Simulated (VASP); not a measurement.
# BN (F-43m) in VASP: a series of runs

The runs below take BN through G0W0 quasiparticle levels, with PBE.

Everything below comes from runs of VASP 6.6.1. Logs are shortened: lines on timing, memory, paths and dates and some standing lists are left out, and cuts for length are marked.

## Step 1: Starting point

It takes space group F-43m (No. 216, cubic). Conventional cell: a = 3.626 Å, b = 3.626 Å, c = 3.626 Å, α = 90.00°, β = 90.00°, γ = 90.00°. N (site symmetry -43m) has 4 B at 1.57 Å as nearest neighbours. B (site symmetry -43m) is surrounded by 4 N at 1.57 Å.

The cell is a database's computed one.

## Step 2: G0W0 quasiparticle levels, PBE

Contents of POSCAR:

```
BN
1.0
    0.0000000000      1.8130010000      1.8130010000
    1.8130010000      0.0000000000      1.8130010000
    1.8130010000      1.8130010000      0.0000000000
N B
1 1
Direct
    0.2500000000      0.2500000000      0.2500000000
    0.0000000000      0.0000000000      0.0000000000
```

Contents of INCAR.step1:

```
SYSTEM = BN
PREC = Accurate
ENCUT = 450
EDIFF = 1E-8
ISMEAR = 0
SIGMA = 0.01
LREAL = .FALSE.
LASPH = .TRUE.
NELM = 80
ALGO = Normal
LWAVE = .TRUE.
LCHARG = .FALSE.
GGA = PE
```

Contents of INCAR.step2:

```
SYSTEM = BN
PREC = Accurate
ENCUT = 450
EDIFF = 1E-8
ISMEAR = 0
SIGMA = 0.01
LREAL = .FALSE.
LASPH = .TRUE.
NELM = 1
ALGO = Exact
LWAVE = .TRUE.
LCHARG = .FALSE.
GGA = PE
NBANDS = 75
LOPTICS = .TRUE.
ISTART = 1
```

Contents of INCAR.step3:

```
SYSTEM = BN
PREC = Accurate
ENCUT = 450
EDIFF = 1E-8
ISMEAR = 0
SIGMA = 0.01
LREAL = .FALSE.
LASPH = .TRUE.
ALGO = EVGW0
LWAVE = .FALSE.
LCHARG = .FALSE.
GGA = PE
NELMGW = 1
NBANDS = 75
ENCUTGW = 260
NOMEGA = 48
PRECFOCK = Fast
ISTART = 1
NBANDSGW = 12
```

Contents of KPOINTS:

```
Automatic mesh
0
G
  4 4 4
  0 0 0
```

Potentials or basis: VASP PAW PBE potentials, release 64 (N_GW, B_GW).

Started as:

```console
> cat potpaw_PBE.64/N_GW/POTCAR potpaw_PBE.64/B_GW/POTCAR > POTCAR
> cp INCAR.step1 INCAR
> mpirun -np 1 vasp_std > vasp.out
> cp INCAR.step2 INCAR
> mpirun -np 1 vasp_std > vasp.out
> cp INCAR.step3 INCAR
> mpirun -np 1 vasp_std > vasp.out
```

OUTCAR:

```text
SYSTEM = BN
   PREC = Accurate
   ENCUT = 450
   EDIFF = 1E-8
   ISMEAR = 0
   LREAL = .FALSE.
   LASPH = .TRUE.
   GGA = PE
   NELMGW = 1
   ENCUTGW = 260
   PRECFOCK = Fast
   ISTART = 1

 Found      8 irreducible k-points:

 Following reciprocal coordinates:
            Coordinates               Weight
  0.000000  0.000000  0.000000      1.000000
  0.250000  0.000000  0.000000      8.000000
  0.500000  0.000000  0.000000      4.000000
  0.250000  0.250000  0.000000      6.000000
  0.500000  0.250000  0.000000     24.000000
 -0.250000  0.250000  0.000000     12.000000
   k-points           NKPTS =      8   k-points in BZ     NKDIM =     64   number of bands    NBANDS=     75
   number of dos      NEDOS =    301   number of ions     NIONS =      2
   total plane-waves  NPLWV =   5832
   dimension x,y,z NGX =    18 NGY =   18 NGZ =   18
   dimension x,y,z NGXF=    36 NGYF=   36 NGZF=   36
   ions per type =               1   1
   NGX,Y,Z   is equivalent  to a cutoff of  11.67, 11.67, 11.67 a.u.
   NGXF,Y,Z  is equivalent  to a cutoff of  23.34, 23.34, 23.34 a.u.
 SYSTEM =  BN
   PREC   = accura    normal or accurate (medium, high low for compatibility)
   ISTART =      1    job   : 0-new  1-cont  2-samecut
   ICHARG =      0    charge: 1-file 2-atom 10-const
   ISPIN  =      1    spin polarized calculation?
   LNONCOLLINEAR =      F non collinear calculations
   LSORBIT =      F    spin-orbit coupling
   LASPH  =      T    aspherical Exc in radial PAW
   ENCUT  =  450.0 eV  33.07 Ry    5.75 a.u.   4.43  4.43  4.43*2*pi/ulx,y,z
   NELM   =     60;   NELMIN=  2; NELMDL=  0     # of ELM steps
   EDIFF  = 0.1E-07   stopping-criterion for ELM
   LREAL  =      F    real-space projection
   EDIFFG = 0.1E-06   stopping-criterion for IOM
   NSW    =      0    number of steps for IOM
   IBRION =     -1    ionic relax: 0-MD 1-quasi-New 2-CG
   NFREE  =      0    steps in history (QN), initial steepest desc. (CG)
   ISIF   =      0    stress and relaxation
   ISYM   =      3    0-nonsym 1-usesym 2-fastsym
   POTIM  = 0.5000    time-step for ionic-motion
   TEBEG  =    0.0;   TEEND  =   0.0 temperature during run
   PSTRESS=    0.0 pullay stress
   NELECT =       8.0000    total number of electrons
   NUPDOWN=      -1.0000    fix difference up-down
   EMIN   =  10.00;   EMAX   =-10.00  energy-range for DOS
   EFERMI =   0.00;   METHOD = LEGACY
   ISMEAR =     0;   SIGMA  =   0.01  broadening in eV -4-tet -1-fermi 0-gaus
   EFERMI_NEDOS =   21; number of points for ismear=-14 and -15
   IALGO  =     38    algorithm
   IMIX   =      4    mixing-type and parameters
     AMIX     =   0.40;   BMIX     =  1.00
     AMIX_MAG =   1.60;   BMIX_MAG =  1.00
  volume/ion in A,a.u.               =       5.96        40.22
  Fermi-wavevector in a.u.,A,eV,Ry     =   1.433387  2.708709 27.954506  2.054598
  Thomas-Fermi vector in A             =   2.552911
   LORBIT       =      0    0 simple, 1 ext, 2 COOP (PROOUT), +10 PAW based schemes
   GGA     = PE    functional components
   LHFCALC =     T    Hartree Fock is set to
   PRECFOCK=fast      Normal, Fast or Accurate (Low or Medium for compatibility)
   ENCUT4O =  -1.0   cutoff for four orbital integrals eV
   NKREDX  =     1    reduce k-point grid by
   NKREDY  =     1    reduce k-point grid by
   NKREDZ  =     1    reduce k-point grid by
   AEXX    =    1.0000 exact exchange contribution
   HFSCREEN=    0.0000 screening length (either q_TF or 0.3 A-1)
   HFSCREENC=   0.0000 screening length for correlation (either q_TF or 0.3 A-1)
   ENCUTFOCK=  -1.0 apply spherical cutoff to Coloumb kernel
   IVDW    =     0    specifies the selected vdW correction
   LEPSILON=     F    determine dielectric tensor
   LRPA    =     F    only Hartree local field effects (RPA)
   LRPAFORCE           =     F    calculate RPA forces
   ENCUTGW             = 260.0    cutoff for response function in eV
   ENCUTGWSOFT         = 208.0    soft cutoff for Coulomb kernel in GW response function in eV
   ENCUTLF             =  -1.0    cutoff for local field effects
   NELMGW              =     1    number of iterations in solving QP/BSE equation
   NELMHF              =     1    number of iterations in the inner HF iteration
   NKREDLFX            =     1    NKREDLFY  =   1   NKREDLFZ  =   1
 non-spin polarized calculation
 Gauss-broadening in eV      SIGMA  =   0.01
  energy-cutoff  :      450.00
  volume of cell :       11.92
 maximum number of plane-waves:       268
 NGX is ok and might be reduce to    18
  NGX = 12; NGY = 12; NGZ = 12
   NGX =  9   NGY =  9   NGZ =  9
 maximum number of plane-waves:       125

 QP shifts <psi_nk| G(iteration)W_0 |psi_nk>: iteration 1
 for sc-GW calculations column KS-energies equals QP-energies in previous step
 and V_xc(KS)=  KS-energies - (<T + V_ion + V_H > + <T+V_H+V_ion>^1  + <V_x>^1)

 k-point   1 :       0.0000    0.0000    0.0000
  band No.  KS-energies  QP-energies   sigma(KS)   V_xc(KS)     V^pw_x(r,r')   Z            occupation Imag(sigma)

      1     -12.7598     -14.9077     -18.2110     -15.4617     -26.4385       0.7812       2.0000       1.4922
      2       7.3860       6.4045     -19.4574     -18.2571     -22.0499       0.8177       2.0000       0.0979
      3       7.3860       6.4045     -19.4574     -18.2571     -22.0499       0.8177       2.0000       0.0979
      4       7.3860       6.4045     -19.4574     -18.2571     -22.0499       0.8177       2.0000       0.0979
      5      16.1345      17.3708     -12.2551     -13.7487      -6.8656       0.8278       0.0000      -0.1229
      6      16.1345      17.3708     -12.2551     -13.7487      -6.8656       0.8278       0.0000      -0.1229
      7      16.1345      17.3708     -12.2551     -13.7487      -6.8656       0.8278       0.0000      -0.1229
      8      17.5718      18.5698     -14.1738     -15.4085      -8.2818       0.8083       0.0000      -0.1480
      9      31.9338      32.3386     -10.8769     -11.3873      -3.2752       0.7932       0.0000      -0.6173
     10      35.0263      36.0788     -12.0010     -13.2676      -5.3973       0.8309       0.0000      -0.5797
     11      35.0263      36.0788     -12.0010     -13.2676      -5.3973       0.8309       0.0000      -0.5797
     12      35.6235      36.1988     -10.3283     -11.0272      -3.0113       0.8232       0.0000      -0.8641

 k-point   2 :       0.2500    0.0000    0.0000
  band No.  KS-energies  QP-energies   sigma(KS)   V_xc(KS)     V^pw_x(r,r')   Z            occupation Imag(sigma)
[... 65 lines left out ...]
      1      -9.1300     -10.9998     -18.8372     -16.3801     -26.3179       0.7610       2.0000       0.9742
      2      -0.1551      -1.7372     -17.6946     -15.6870     -21.8867       0.7881       2.0000       0.1910
      3       1.8208       0.3379     -17.7073     -15.8583     -21.3241       0.8020       2.0000       0.1477
      4       5.3041       4.1394     -18.6930     -17.2640     -21.6305       0.8150       2.0000       0.1098
      5      17.0361      18.0536     -12.3373     -13.5683      -6.8744       0.8266       0.0000      -0.1318
      6      19.4621      20.8957     -12.8901     -14.6629      -6.7443       0.8087       0.0000      -0.1634
      7      20.1405      21.3337     -13.4498     -14.9293      -7.2698       0.8065       0.0000      -0.1722
      8      21.7611      23.2249     -14.5511     -16.4020      -7.9949       0.7909       0.0000      -0.2005
      9      28.7492      29.7445     -11.6298     -12.8896      -4.2926       0.7901       0.0000      -0.4183
     10      29.3404      30.1596     -11.1407     -12.1254      -4.9440       0.8319       0.0000      -0.3493
     11      33.9678      35.1762     -12.3076     -13.8313      -4.1251       0.7930       0.0000      -0.8785
     12      41.0521      41.7597     -10.7300     -11.5737      -3.0892       0.8386       0.0000      -1.2931

 [... further k-points ...]
```

OUTCAR.step1:

```text
SYSTEM = BN
   PREC = Accurate
   ENCUT = 450
   EDIFF = 1E-8
   ISMEAR = 0
   LREAL = .FALSE.
   LASPH = .TRUE.
[... 177 lines left out ...]
      0.90650      0.90650      0.90650         0.000000     -0.000000      0.000000
      0.00000      0.00000      0.00000        -0.000000      0.000000     -0.000000
 -----------------------------------------------------------------------------------
    total drift:                                0.000001      0.000001      0.000001

  FREE ENERGIE OF THE ION-ELECTRON SYSTEM (eV)
  ---------------------------------------------------
  free  energy   TOTEN  =       -17.3742966431 eV

  energy  without entropy=      -17.3742966431  energy(sigma->0) =      -17.37429664
```

Wall time 13 s (1 thread of Intel Xeon Platinum 8375C at 2.90GHz (Ice Lake), shared host); peak memory 0.16 GiB.

The run converged, but some of its settings lie outside the range that counts as converged, so its numbers aren't taken as properties of the crystal.

What came out:

* Band gap on the k mesh, mean-field level: 4.43 eV, indirect (least direct gap 8.75 eV)
* Quasiparticle gap: 6.02 eV
* Least direct quasiparticle gap: 10.97 eV

Caveat: the k mesh is coarse (spacing up to 0.75 Å⁻¹), so the values aren't converged; bands, screening cutoff and mesh are small and nothing is extrapolated, so the quasiparticle values aren't converged.

## Step 3: G0W0 quasiparticle levels, PBE

POSCAR is that of step 2.

INCAR.step1 is that of step 2.

Changes to INCAR.step2 since step 2:

```diff
@@ -13,3 +13,3 @@
 GGA = PE
-NBANDS = 75
+NBANDS = 18
 LOPTICS = .TRUE.
```

Changes to INCAR.step3 since step 2:

```diff
@@ -13,4 +13,4 @@
 NELMGW = 1
-NBANDS = 75
-ENCUTGW = 260
+NBANDS = 18
+ENCUTGW = 100
 NOMEGA = 48
```

Contents of KPOINTS:

```
Automatic mesh
0
G
  2 2 2
  0 0 0
```

Potentials or basis: VASP PAW PBE potentials, release 64 (N_GW, B_GW).

Started as:

```console
> cat potpaw_PBE.64/N_GW/POTCAR potpaw_PBE.64/B_GW/POTCAR > POTCAR
> cp INCAR.step1 INCAR
> mpirun -np 1 vasp_std > vasp.out
> cp INCAR.step2 INCAR
> mpirun -np 1 vasp_std > vasp.out
> cp INCAR.step3 INCAR
> mpirun -np 1 vasp_std > vasp.out
```

OUTCAR:

```text
SYSTEM = BN
   PREC = Accurate
   ENCUT = 450
   EDIFF = 1E-8
   ISMEAR = 0
   LREAL = .FALSE.
   LASPH = .TRUE.
   GGA = PE
   NELMGW = 1
   ENCUTGW = 100
   PRECFOCK = Fast
   ISTART = 1

 Found      3 irreducible k-points:

 Following reciprocal coordinates:
            Coordinates               Weight
  0.000000  0.000000  0.000000      1.000000
  0.500000  0.000000  0.000000      4.000000
  0.500000  0.500000  0.000000      3.000000
   k-points           NKPTS =      3   k-points in BZ     NKDIM =      8   number of bands    NBANDS=     18
   number of dos      NEDOS =    301   number of ions     NIONS =      2
   total plane-waves  NPLWV =   5832
   dimension x,y,z NGX =    18 NGY =   18 NGZ =   18
   dimension x,y,z NGXF=    36 NGYF=   36 NGZF=   36
   ions per type =               1   1
   NGX,Y,Z   is equivalent  to a cutoff of  11.67, 11.67, 11.67 a.u.
   NGXF,Y,Z  is equivalent  to a cutoff of  23.34, 23.34, 23.34 a.u.
 SYSTEM =  BN
   PREC   = accura    normal or accurate (medium, high low for compatibility)
   ISTART =      1    job   : 0-new  1-cont  2-samecut
   ICHARG =      0    charge: 1-file 2-atom 10-const
   ISPIN  =      1    spin polarized calculation?
   LNONCOLLINEAR =      F non collinear calculations
   LSORBIT =      F    spin-orbit coupling
   LASPH  =      T    aspherical Exc in radial PAW
   ENCUT  =  450.0 eV  33.07 Ry    5.75 a.u.   4.43  4.43  4.43*2*pi/ulx,y,z
   NELM   =     60;   NELMIN=  2; NELMDL=  0     # of ELM steps
   EDIFF  = 0.1E-07   stopping-criterion for ELM
   LREAL  =      F    real-space projection
   EDIFFG = 0.1E-06   stopping-criterion for IOM
   NSW    =      0    number of steps for IOM
   IBRION =     -1    ionic relax: 0-MD 1-quasi-New 2-CG
   NFREE  =      0    steps in history (QN), initial steepest desc. (CG)
   ISIF   =      0    stress and relaxation
   ISYM   =      3    0-nonsym 1-usesym 2-fastsym
   POTIM  = 0.5000    time-step for ionic-motion
   TEBEG  =    0.0;   TEEND  =   0.0 temperature during run
   PSTRESS=    0.0 pullay stress
   NELECT =       8.0000    total number of electrons
   NUPDOWN=      -1.0000    fix difference up-down
   EMIN   =  10.00;   EMAX   =-10.00  energy-range for DOS
   EFERMI =   0.00;   METHOD = LEGACY
   ISMEAR =     0;   SIGMA  =   0.01  broadening in eV -4-tet -1-fermi 0-gaus
   EFERMI_NEDOS =   21; number of points for ismear=-14 and -15
   IALGO  =     38    algorithm
   IMIX   =      4    mixing-type and parameters
     AMIX     =   0.40;   BMIX     =  1.00
     AMIX_MAG =   1.60;   BMIX_MAG =  1.00
  volume/ion in A,a.u.               =       5.96        40.22
  Fermi-wavevector in a.u.,A,eV,Ry     =   1.433387  2.708709 27.954506  2.054598
  Thomas-Fermi vector in A             =   2.552911
   LORBIT       =      0    0 simple, 1 ext, 2 COOP (PROOUT), +10 PAW based schemes
   GGA     = PE    functional components
   LHFCALC =     T    Hartree Fock is set to
   PRECFOCK=fast      Normal, Fast or Accurate (Low or Medium for compatibility)
   ENCUT4O =  -1.0   cutoff for four orbital integrals eV
   NKREDX  =     1    reduce k-point grid by
   NKREDY  =     1    reduce k-point grid by
   NKREDZ  =     1    reduce k-point grid by
   AEXX    =    1.0000 exact exchange contribution
   HFSCREEN=    0.0000 screening length (either q_TF or 0.3 A-1)
   HFSCREENC=   0.0000 screening length for correlation (either q_TF or 0.3 A-1)
   ENCUTFOCK=  -1.0 apply spherical cutoff to Coloumb kernel
   IVDW    =     0    specifies the selected vdW correction
   LEPSILON=     F    determine dielectric tensor
   LRPA    =     F    only Hartree local field effects (RPA)
   LRPAFORCE           =     F    calculate RPA forces
   ENCUTGW             = 100.0    cutoff for response function in eV
   ENCUTGWSOFT         =  80.0    soft cutoff for Coulomb kernel in GW response function in eV
   ENCUTLF             =  -1.0    cutoff for local field effects
   NELMGW              =     1    number of iterations in solving QP/BSE equation
   NELMHF              =     1    number of iterations in the inner HF iteration
   NKREDLFX            =     1    NKREDLFY  =   1   NKREDLFZ  =   1
 non-spin polarized calculation
 Gauss-broadening in eV      SIGMA  =   0.01
  energy-cutoff  :      450.00
  volume of cell :       11.92
 maximum number of plane-waves:       266
 NGX is ok and might be reduce to    18
  NGX = 10; NGY = 10; NGZ = 10
   NGX =  9   NGY =  9   NGZ =  9
 maximum number of plane-waves:        27
 NGX is ok and might be reduce to    10

 QP shifts <psi_nk| G(iteration)W_0 |psi_nk>: iteration 1
 for sc-GW calculations column KS-energies equals QP-energies in previous step
 and V_xc(KS)=  KS-energies - (<T + V_ion + V_H > + <T+V_H+V_ion>^1  + <V_x>^1)

 k-point   1 :       0.0000    0.0000    0.0000
  band No.  KS-energies  QP-energies   sigma(KS)   V_xc(KS)     V^pw_x(r,r')   Z            occupation Imag(sigma)

      1     -12.4589     -14.4465     -17.7690     -15.3576     -26.1534       0.8242       2.0000       1.6715
      2       7.8956       7.8216     -18.3537     -18.2634     -23.3689       0.8197       2.0000       0.1845
      3       7.8956       7.8216     -18.3537     -18.2634     -23.3689       0.8197       2.0000       0.1845
      4       7.8956       7.8216     -18.3537     -18.2634     -23.3689       0.8197       2.0000       0.1845
      5      16.2472      17.8208     -11.7732     -13.7020      -6.1764       0.8158       0.0000      -0.1771
      6      16.2472      17.8208     -11.7732     -13.7020      -6.1764       0.8158       0.0000      -0.1771
      7      16.2472      17.8208     -11.7732     -13.7020      -6.1764       0.8158       0.0000      -0.1771
      8      17.9790      19.2930     -13.7039     -15.3124      -7.5706       0.8169       0.0000      -0.2360
      9      32.0237      32.8129     -10.2403     -11.1911      -3.0626       0.8301       0.0000      -0.8655
     10      35.1235      37.0029     -10.9319     -13.1929      -5.1942       0.8312       0.0000      -0.4190
     11      35.1235      37.0029     -10.9319     -13.1929      -5.1942       0.8312       0.0000      -0.4190
     12      35.7059      36.8880      -9.4300     -10.7768      -2.8013       0.8777       0.0000      -1.0810
[... 20 lines left out ...]
      1      -6.8023      -8.1263     -18.8419     -17.2068     -26.4988       0.8097       2.0000       1.2312
      2      -1.2179      -2.2714     -16.4491     -15.1394     -22.0740       0.8044       2.0000       0.3131
      3       2.8598       2.3000     -16.9048     -16.2145     -22.0850       0.8110       2.0000       0.2293
      4       2.8598       2.3000     -16.9048     -16.2145     -22.0850       0.8110       2.0000       0.2293
      5      11.9770      12.7010     -11.4299     -12.2996      -6.1273       0.8324       0.0000      -0.1570
      6      16.6513      17.6445     -11.3163     -12.5137      -5.8750       0.8295       0.0000      -0.1733
      7      25.5296      27.8491     -13.5114     -16.4078      -6.6722       0.8009       0.0000      -0.5401
      8      25.5296      27.8491     -13.5114     -16.4078      -6.6722       0.8009       0.0000      -0.5401
      9      28.5324      30.6114     -13.7756     -16.3612      -7.0331       0.8041       0.0000      -0.5749
     10      34.5699      36.4861     -11.0183     -13.4178      -3.6464       0.7986       0.0000      -0.9036
     11      40.9905      42.9246     -10.3021     -12.6194      -4.1357       0.8346       0.0000      -0.7384
     12      40.9905      42.9246     -10.3021     -12.6194      -4.1357       0.8346       0.0000      -0.7384
```

OUTCAR.step2:

```text
SYSTEM = BN
   PREC = Accurate
   ENCUT = 450
   EDIFF = 1E-8
[... 499 lines left out ...]
  --------------------------------------------------------------------------------------------------------------
     0.00000     9.66311     9.66311     9.66311    -0.00000     0.00000    -0.00000
     0.92323     9.73566     9.73566     9.73566    -0.00000     0.00000    -0.00000
     1.84645     9.96423     9.96423     9.96423    -0.00000     0.00000    -0.00000
     2.76968    10.37733    10.37733    10.37733    -0.00000     0.00000    -0.00000
     3.69291    11.03592    11.03592    11.03592    -0.00000     0.00000    -0.00000
     4.61613    12.06226    12.06226    12.06226    -0.00000     0.00000    -0.00000
[... 92 lines left out ...]
    90.47619     0.84764     0.84764     0.84764     0.00000    -0.00000     0.00000
    91.39942     0.85092     0.85092     0.85092     0.00000    -0.00000     0.00000
```

Run time: 3.5 s. Hardware: 1 thread of Intel Xeon Platinum 8375C at 2.90GHz (Ice Lake), shared host; peak memory 0.11 GiB.

The run converged, but some of its settings lie outside the range that counts as converged, so its numbers aren't taken as properties of the crystal.

What came out:

| Quantity | Value |
| --- | --- |
| Band gap on the k mesh, mean-field level | 4.08 eV, indirect (least direct gap 8.35 eV) |
| Quasiparticle gap | 4.88 eV |
| Least direct quasiparticle gap | 10.00 eV |

Caveat: the k mesh is coarse (spacing up to 1.50 Å⁻¹), so the values aren't converged; bands, screening cutoff and mesh are small and nothing is extrapolated, so the quasiparticle values aren't converged.

(Part 1 of 2 ends here.)
